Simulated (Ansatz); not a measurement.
# ZnS (F-43m) in Ansatz: a series of runs, part 2 of 3

Ansatz 0.2.0. Earlier steps stand in the parts before.

## 4. Elastic constants, PBEsol

Contents of input.yaml:

```yaml
crystal:
  lattice:
    - [0.0, 2.702, 2.702]
    - [2.702, 0.0, 2.702]
    - [2.702, 2.702, 0.0]
  atoms:
    - { symbol: Zn, position: [0.75, 0.75, 0.75] }
    - { symbol: S, position: [0.0, 0.0, 0.0] }
hamiltonian:
  xc: pbesol
  pseudopotentials: { kind: paw }
kpoints:
  mp_grid: { grid: [7, 7, 7] }
scf:
  occupations: { method: fixed }
output:
  forces: true
  stress: true
elastic:
  mode: clamped_ion
  stencil: two_point
```

Potentials or basis: Ansatz PAW.

Run with:

```bash
$ ansatz run input.yaml --threads 2 --pin off --max-ram 5120MiB --backend cpu --events-out ev --progress --plain --runs-dir out
```

The log of the run:

```text
Warning: RAYON_NUM_THREADS=2 ignored (pool sized by the plan → 2); use --threads N
Engine: ansatz 0.2.0, aarch64-unknown-linux-gnu
Pseudopotentials: kind: paw
Pseudopotential: Zn, paw, valence charge 12, recommended cutoff 420 eV (normal), Zn.paw.azcp
Pseudopotential: S, paw, valence charge 6, recommended cutoff 420 eV (normal), S.paw.azcp
Functional definition: PBEsol
  exchange = pbesol_x
  correlation = pbesol_c
Crystal: 2 atoms, lattice volume = 39.454 Å³
Basis set: ecut = 420 eV, 749 PW (Γ), exchange–correlation on 54×54×54 points (8 copies of the dense FFT grid, shifted against one another)
Bands: 13, of which v1, the nominal top of the filled ones, is band 9 counted from 1 (8 counted from 0)
Symmetry: 24 space group operations
Space group: F-43m (ITA 216), of the structure as read, at distance tolerance 3.4e-5 Å
k-points: 20 of 343 (time reversal used)
Non-local potential: Zn, projectors of the file, l = 0: 2, l = 1: 2, l = 2: 3, l = 3: 1
Non-local potential: S, projectors of the file, l = 0: 2, l = 1: 2, l = 2: 2
PAW form: soft (Blöchl's): semilocal exchange-correlation on the pseudo side does not see the compensation charge
PAW frozen core: Zn, regenerated for the run's functional, and the local potential with it (the file was generated under x = pbe(κ = 0.804, μ = 0.2195149727645171), c = pbe(β = 0.06672455060314922))
PAW frozen core: S, regenerated for the run's functional, and the local potential with it (the file was generated under x = pbe(κ = 0.804, μ = 0.2195149727645171), c = pbe(β = 0.06672455060314922))
PAW one-centre angular grid: Zn, 590 points (default); XC on 64 Gauss nodes
PAW one-centre angular grid: S, 110 points (default); XC on 64 Gauss nodes
Initial density: superposition of atomic densities (neutral atoms: chi_scale 0, normalization atom), corrected by the library's trained network
Initial wavefunctions: pseudopotential atomic-orbital guess
Functional: x = pbesol(κ = 0.804, μ = 0.12345679012345678), c = pbesol(β = 0.046)
SCF iter   1: F=—  HF=-4167.437350 eV  |F-HF|=—  |Δ(HF+E_count)|=         —  Δρ=5.45e-3  dr2=1.40e-2  ethr=1.77e-3  ⟨swp⟩=4.7  Hψ=1366  notcnv=0  defer=36
preconditioner: auto → none  [insulator: Δε(μ)=1.917 eV  Ē_g=12.092 eV  n_scr=14 (ndim 8)  ℏωp=25.1 eV  f_vac=0.026  ε∞_Penn≈5.3]
SCF iter   2: F=—  HF=-4167.432927 eV  |F-HF|=—  |Δ(HF+E_count)|=   4.42e-3  Δρ=8.93e-4  dr2=1.58e-4  ethr=7.79e-5  ⟨swp⟩=3.0  Hψ=646  notcnv=0  defer=36
SCF iter   3: F=—  HF=-4167.432953 eV  |F-HF|=—  |Δ(HF+E_count)|=   2.56e-5  Δρ=7.00e-4  dr2=1.06e-4  ethr=8.79e-7  ⟨swp⟩=2.0  Hψ=458  notcnv=0  defer=36
SCF iter   4: F=—  HF=-4167.432970 eV  |F-HF|=—  |Δ(HF+E_count)|=   1.72e-5  Δρ=2.71e-4  dr2=2.36e-5  ethr=5.90e-7  ⟨swp⟩=2.0  Hψ=438  notcnv=0  defer=19
SCF iter   5: F=—  HF=-4167.432952 eV  |F-HF|=—  |Δ(HF+E_count)|=   1.83e-5  Δρ=2.35e-5  dr2=1.05e-7  ethr=1.31e-7  ⟨swp⟩=2.0  Hψ=420  notcnv=0
SCF iter   6: F=—  HF=-4167.432951 eV  |F-HF|=—  |Δ(HF+E_count)|=   1.31e-6  Δρ=4.50e-6  dr2=4.76e-9  ethr=5.81e-10  ⟨swp⟩=2.0  Hψ=425  notcnv=0
SCF iter   7: F=—  HF=-4167.432951 eV  |F-HF|=—  |Δ(HF+E_count)|=   4.05e-9  Δρ=2.40e-7  dr2=1.25e-11  ethr=2.65e-11  ⟨swp⟩=2.0  Hψ=440  notcnv=0
SCF iter   8: F=—  HF=-4167.432951 eV  |F-HF|=—  |Δ(HF+E_count)|=  4.82e-11  Δρ=4.65e-8  dr2=5.09e-13  ethr=6.93e-14 (applied; sched 1.00e-12)  ⟨swp⟩=2.1  Hψ=430  notcnv=0
SCF iter   9: F=-4167.432951 eV  HF=-4167.432951 eV  |F-HF|=1.82e-12  |Δ(HF+E_count)|=  1.82e-12  Δρ=2.75e-9  dr2=2.41e-15  ethr=1.00e-12  ⟨swp⟩=5.0  Hψ=1218  notcnv=0
SCF 1 converged in 9 iterations: F = -4167.432951 eV  dr2 = 2.41e-15
Crystal: 2 atoms, lattice volume = 39.375 Å³
Symmetry: 8 space group operations
k-points: 40 of 343 (time reversal used)
Initial density: handed on by an earlier stage of this run
Initial wavefunctions: those handed on with the density
iter 1 solved again at ethr=2.99e-8 eV; its pass at ethr=3.10e-3 eV (dr2=5.39e-6 eV) is discarded
SCF iter   1: F=—  HF=-4167.433863 eV  |F-HF|=—  |Δ(HF+E_count)|=         —  Δρ=1.23e-4  dr2=4.76e-6  ethr=2.99e-8  ⟨swp⟩=3.2  Hψ=3330  notcnv=0  defer=65
preconditioner: auto → none  [insulator: Δε(μ)=1.976 eV  Ē_g=12.127 eV  n_scr=14 (ndim 8)  ℏωp=25.1 eV  f_vac=0.020  ε∞_Penn≈5.3]
SCF iter   2: F=—  HF=-4167.433851 eV  |F-HF|=—  |Δ(HF+E_count)|=   1.11e-5  Δρ=4.81e-5  dr2=7.28e-7  ethr=2.64e-8  ⟨swp⟩=3.0  Hψ=879  notcnv=0  defer=34
[... 29 lines left out ...]
iter 1 solved again at ethr=1.17e-11 eV; its pass at ethr=3.10e-3 eV (dr2=2.11e-9 eV) is discarded
SCF iter   1: F=—  HF=-4167.432910 eV  |F-HF|=—  |Δ(HF+E_count)|=         —  Δρ=4.35e-6  dr2=1.98e-9  ethr=1.17e-11  ⟨swp⟩=2.4  Hψ=4952  notcnv=0  defer=67
preconditioner: auto → none  [insulator: Δε(μ)=1.968 eV  Ē_g=12.118 eV  n_scr=14 (ndim 8)  ℏωp=25.1 eV  f_vac=0.021  ε∞_Penn≈5.3]
SCF iter   2: F=—  HF=-4167.432899 eV  |F-HF|=—  |Δ(HF+E_count)|=   1.10e-5  Δρ=4.59e-6  dr2=3.81e-9  ethr=1.10e-11  ⟨swp⟩=2.0  Hψ=1408  notcnv=0  defer=67
SCF iter   3: F=—  HF=-4167.432899 eV  |F-HF|=—  |Δ(HF+E_count)|=  6.31e-10  Δρ=1.67e-6  dr2=8.71e-10  ethr=1.10e-11  ⟨swp⟩=2.0  Hψ=1344  notcnv=0  defer=67
SCF iter   4: F=—  HF=-4167.432899 eV  |F-HF|=—  |Δ(HF+E_count)|=  6.49e-10  Δρ=2.45e-7  dr2=8.04e-12  ethr=4.84e-12  ⟨swp⟩=2.0  Hψ=1344  notcnv=0  defer=67
SCF iter   5: F=—  HF=-4167.432899 eV  |F-HF|=—  |Δ(HF+E_count)|=  3.64e-12  Δρ=5.61e-8  dr2=3.98e-13  ethr=4.47e-14 (applied; sched 1.00e-12)  ⟨swp⟩=2.5  Hψ=1451  notcnv=0  defer=67
SCF iter   6: F=-4167.432899 eV  HF=-4167.432899 eV  |F-HF|=9.09e-13  |Δ(HF+E_count)|=  9.09e-13  Δρ=4.97e-9  dr2=3.32e-15  ethr=1.00e-12  ⟨swp⟩=4.0  Hψ=2816  notcnv=0
SCF 5 converged in 6 iterations: F = -4167.432899 eV  dr2 = 3.32e-15
SCF converged after 9 iterations
Free energy (F): -4167.432951 eV
Harris-Foulkes:  -4167.432951 eV  (|F-HF|=1.82e-12)
Internal energy: -4167.432951 eV  (E = F + TS)
E sigma→0 (E₀):  -4167.432951 eV
Fermi energy:    5.687308 eV
--- Per-component energies (eV) ---
  E_band       = 2.701263
  E_kinetic    = 237.929515
  E_local      = -2041.739347  (includes V_loc(G=0)·N_el)
  E_nonlocal   = 644.080658
  E_hartree    = 851.853988
  E_xc         = -231.711035
  E_vxc        = -139.789652  (∫ρ·V_xc dr)
  E_paw        = -2375.326380  (= ΣΔE_a)
  E_vpaw       = -401.487528  (= ΣTr[D̂ρ^β])
  E_aug_tail   = -0.000360  (compensation charges beyond the density's cutoff)
  E_ewald      = -1253.379294
  E_core_change = 0.859304  (= ΣΔE_core)
  E_smearing   = -0.000000  (= −TS)
  E_closure    = -0.000000  (closes the sum)
  Σ components = -4167.432951   (vs F -4167.432951, Δ=0.00e0)
--- Forces (eV/Å), atoms counted from 1 ---
  atom   1  Zn     0.00000000    -0.00000000     0.00000000
  atom   2  S     -0.00000000     0.00000000     0.00000000
  max |Σ_I F_I| component: 6.01e-17 eV/Å
--- Stress (GPa, compression-positive) ---
       -1.967565      -0.000000      -0.000000
        0.000000      -1.967565       0.000000
       -0.000000       0.000000      -1.967565
  P = ⅓ Tr σ = -1.9676 GPa (-19.676 kbar)
--- Band table (eV; the first three rows and the last of 20) ---
  k-point 0: bands = ["-7.4667", "-0.6873", "-0.6873", "-0.6873", "-0.1883", "-0.1883", "5.6873", "5.6873", "5.6873", "7.6592", "11.9607", "11.9607", "11.9607"]
  k-point 1: bands = ["-7.3132", "-0.6863", "-0.6605", "-0.6605", "-0.1903", "-0.1903", "4.3002", "5.4966", "5.4966", "8.6380", "11.8723", "12.2785", "12.2785"]
  k-point 2: bands = ["-6.9316", "-0.6081", "-0.6076", "-0.6076", "-0.1834", "-0.1834", "2.3385", "5.1181", "5.1181", "9.0440", "12.6155", "12.6155", "12.8453"]
  k-point 19: bands = ["-6.2233", "-0.5678", "-0.4252", "-0.2522", "-0.2028", "0.1786", "1.0426", "2.5915", "3.4954", "10.6597", "11.8028", "13.5115", "14.4452"]
--- Elastic constants: 2 strain directions × 2 members + reference (group order 24) ---
  dense FFT box of the reference and of every strained cell: 27×27×27
  strains applied: 11, 23; error gains: componentwise 1.00 (the most a stress slope's error grows in a printed constant), spectral 1.73 (1 for all six strains in a standard setting)
  C = ∂σ_k/∂η_j (tension-positive GPa; Voigt order 11 22 33 23 13 12):
        98.928     55.718     55.718      0.000      0.000     -0.000
        55.718     98.928     55.718      0.000      0.000     -0.000
        55.718     55.718     98.928      0.000      0.000     -0.000
        -0.000      0.000     -0.000     66.778      0.000     -0.000
        -0.000     -0.000     -0.000     -0.000     66.778      0.000
         0.000     -0.000      0.000      0.000      0.000     66.778
  reference stress σ⁰ (GPa):      1.968      1.968      1.968     -0.000      0.000     -0.000
  C* (energy form; C + prestress term) asymmetry max|C*_kj − C*_jk| = 1.421e-14 GPa — a small one proves nothing (zero by symmetry where the batch's group is 432, −43m or m−3m); a large one is finite-difference/SCF noise where every solve meets its electron count
  moduli (Voigt/Reuss/Hill, GPa): K = 70.12/70.12/70.12   G = 48.71/36.36/42.54   E = 106.15   ν = 0.248
  mechanically stable: yes (min eigenvalue of sym C = 43.21 GPa)
  strain η (Voigt 11):  stress-route row diagonal C_11 = 98.93 GPa, energy-path curvature d²(F+E_count+ΔE)/dδ²/Ω₀ = 99.50 GPa
         δ    σ_11 (GPa)             F (eV)   n_scf  n_hpsi   n_pw
    -2.000e-3       1.7689       -4167.4338521       7   10197    781
     2.000e-3       2.1646       -4167.4319245       6    8887    785
  strain η (Voigt 23):  stress-route row diagonal C_44 = 66.78 GPa, energy-path curvature d²(F+E_count+ΔE)/dδ²/Ω₀ = 66.37 GPa
         δ    σ_23 (GPa)             F (eV)   n_scf  n_hpsi   n_pw
    -2.000e-3      -0.1336       -4167.4328988       8   16697    781
     2.000e-3       0.1336       -4167.4328988       6   13901    781
```

Wall time 6.8 s (2 threads of Arm Neoverse V1, shared host); peak memory 0.35 GiB.

Results:

```
Free energy                                 : -4167.4330 eV
Pressure                                    : -2.0 GPa
Band gap on the k mesh                      : 1.97 eV, direct
Clamped-ion elastic constants C11, C12, C44 : 99, 56, 67 GPa
Voigt bulk modulus                          : 70 GPa
```

Elastic tensor in Voigt notation (GPa, ions clamped, in the Cartesian axes of the cell as first typed):
```
99 56 56  0  0  0
56 99 56  0  0  0
56 56 99  0  0  0
 0  0  0 67  0  0
 0  0  0  0 67  0
 0  0  0  0  0 67
```

Caveat: odd divisions of the mesh miss points on the zone boundary, where band edges often lie, so the gap on the mesh can be too wide; the PAW data sets come from PBE, with cores solved anew for the run's functional, which leaves a small shift of forces and pressure.

## 5. Band structure, revPBE

Contents of input.yaml:

```yaml
crystal:
  lattice:
    - [0.0, 2.702, 2.702]
    - [2.702, 0.0, 2.702]
    - [2.702, 2.702, 0.0]
  atoms:
    - { symbol: Zn, position: [0.75, 0.75, 0.75] }
    - { symbol: S, position: [0.0, 0.0, 0.0] }
hamiltonian:
  xc: revpbe
  pseudopotentials: { kind: paw }
kpoints:
  mp_grid: { grid: [9, 9, 9] }
  band_path:
    path:
      - [[0.0, 0.0, 0.0], [0.5, 0.0, 0.5], [0.5, 0.25, 0.75], [0.375, 0.375, 0.75], [0.0, 0.0, 0.0], [0.5, 0.5, 0.5], [0.625, 0.25, 0.625], [0.5, 0.25, 0.75], [0.5, 0.5, 0.5], [0.375, 0.375, 0.75]]
      - [[0.625, 0.25, 0.625], [0.5, 0.0, 0.5]]
    npoints: 14
scf:
  occupations: { method: fermi_dirac, width: 0.05 }
  n_extra_bands: 6
output:
  forces: true
  stress: true
  eigenvalues: true
  fatbands: false
```

Potentials or basis: Ansatz PAW.

Run with:

```bash
$ ansatz run input.yaml --threads 2 --pin off --max-ram 5120MiB --backend cpu --events-out ev --progress --plain --runs-dir out
```

The log of the run:

```text
Warning: RAYON_NUM_THREADS=2 ignored (pool sized by the plan → 2); use --threads N
scf.n_extra_bands = 6 over 9 filled bands (N_el = 18.0): the run solves 15 bands
Engine: ansatz 0.2.0, aarch64-unknown-linux-gnu
Pseudopotentials: kind: paw
Pseudopotential: Zn, paw, valence charge 12, recommended cutoff 420 eV (normal), Zn.paw.azcp
Pseudopotential: S, paw, valence charge 6, recommended cutoff 420 eV (normal), S.paw.azcp
Functional definition: revPBE
  parameter kappa = 1.245
  parameter beta = 0.06672455060314922
  exchange = pbe_x(kappa = kappa, mu = beta*pi^2/3)
  correlation = pbe_c(beta = beta)
Crystal: 2 atoms, lattice volume = 39.454 Å³
Basis set: ecut = 420 eV, 749 PW (Γ), exchange–correlation on 54×54×54 points (8 copies of the dense FFT grid, shifted against one another)
Bands: 15, of which v1, the nominal top of the filled ones, is band 9 counted from 1 (8 counted from 0)
Symmetry: 24 space group operations
Space group: F-43m (ITA 216), of the structure as read, at distance tolerance 3.4e-5 Å
[... 34 lines left out ...]
  E_vxc        = -139.190091  (∫ρ·V_xc dr)
  E_paw        = -2434.636939  (= ΣΔE_a)
  E_vpaw       = -401.894490  (= ΣTr[D̂ρ^β])
  E_aug_tail   = -0.000362  (compensation charges beyond the density's cutoff)
  E_ewald      = -1253.379294
  E_core_change = -0.084419  (= ΣΔE_core)
  E_smearing   = -0.000000  (= −TS)
  E_closure    = -0.000000  (closes the sum)
  Σ components = -4229.067476   (vs F -4229.067476, Δ=0.00e0)
--- Forces (eV/Å), atoms counted from 1 ---
  atom   1  Zn     0.00000000    -0.00000000    -0.00000000
  atom   2  S     -0.00000000     0.00000000    -0.00000000
  max |Σ_I F_I| component: 1.85e-17 eV/Å
--- Stress (GPa, compression-positive) ---
        3.484458       0.000000       0.000000
        0.000000       3.484458       0.000000
       -0.000000       0.000000       3.484458
  P = ⅓ Tr σ = 3.4845 GPa (34.845 kbar)
--- Band table (eV; the first three rows and the last of 35) ---
  k-point 0: bands = ["-7.2606", "-0.4361", "-0.4361", "-0.4361", "0.0678", "0.0678", "5.8692", "5.8692", "5.8692", "8.1034", "12.2885", "12.2885", "12.2885", "17.4907", "17.4907"]
  k-point 1: bands = ["-7.1684", "-0.4352", "-0.4193", "-0.4193", "0.0664", "0.0664", "4.9582", "5.7514", "5.7514", "8.7898", "12.2104", "12.4931", "12.4931", "17.0276", "17.0276"]
  k-point 2: bands = ["-6.9194", "-0.4051", "-0.3795", "-0.3795", "0.0676", "0.0676", "3.4455", "5.4778", "5.4778", "9.3991", "12.6314", "12.8545", "12.8545", "16.7055", "16.7055"]
  k-point 34: bands = ["-6.0491", "-0.3040", "-0.1716", "-0.0083", "0.0548", "0.4158", "1.3473", "3.0021", "3.5193", "11.5236", "11.8285", "13.4408", "14.9528", "17.7151", "19.4546"]
```

It took 3.1 s on 2 threads of Arm Neoverse V1, shared host; peak memory 0.3 GiB.

What came out:

| Property | Result |
| --- | --- |
| Free energy | -4229.0675 eV |
| Pressure | 3.5 GPa |
| Band gap on the k mesh | 2.23 eV, direct |
| Band gap along the path | 2.23 eV, direct |

Levels at the corners of the path, in eV from the valence-band top:
```tsv
point	band 7	band 8	band 9	band 10	band 11	band 12
Γ	0.00	0.00	0.00	2.23	6.42	6.42
X	-4.52	-2.21	-2.21	3.51	4.15	11.09
W	-4.56	-2.72	-2.69	5.78	6.07	7.93
K	-4.59	-3.08	-1.80	4.22	6.02	9.46
Γ	0.00	0.00	0.00	2.23	6.42	6.42
L	-5.25	-0.86	-0.86	3.40	6.95	6.95
U	-4.59	-3.08	-1.80	4.22	6.02	9.46
W	-4.56	-2.72	-2.69	5.78	6.07	7.93
L	-5.25	-0.86	-0.86	3.40	6.95	6.95
K	-4.59	-3.08	-1.80	4.22	6.02	9.46
U	-4.59	-3.08	-1.80	4.22	6.02	9.46
X	-4.52	-2.21	-2.21	3.51	4.15	11.09
```

Caveat: the PAW data sets come from PBE, with cores solved anew for the run's functional, which leaves a small shift of forces and pressure.

[end of part 2 of 3]
